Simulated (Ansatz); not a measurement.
# Lattice vibrations of MgO at Γ

Theory: DFT PBE, scalar-relativistic, plane waves, PAW in Ansatz. Cutoff 420 eV, 10×10×10 k-points (Γ-centred), fixed occupations. No spin polarisation. Phonons by linear response, acoustic sum rule imposed.

The cell, relaxed at this level:
```xyz
2
Lattice="0.0000 2.1269 2.1269 2.1269 0.0000 2.1269 2.1269 2.1269 0.0000" Properties=species:S:1:pos:R:3 pbc="T T T"
Mg    0.0000    0.0000    0.0000
O     2.1269    2.1269    2.1269
```

Problem. Is this structure stable against zone-centre distortions?

Solution. Yes, at Γ: no optical mode is imaginary. Strains and other wave vectors aren't tested by this run.

Problem. List the optical modes at Γ without the LO field (i marks imaginary ones).

Solution.
```json
{"frequency (cm⁻¹)": "365", "degeneracy": "3", "IR intensity of the level ((D/Å)²/amu)": "28.65"}
```

Cost: 1 run of about 0.095 core-minutes, on Intel Xeon 6975P-C (Granite Rapids) (shared hosts).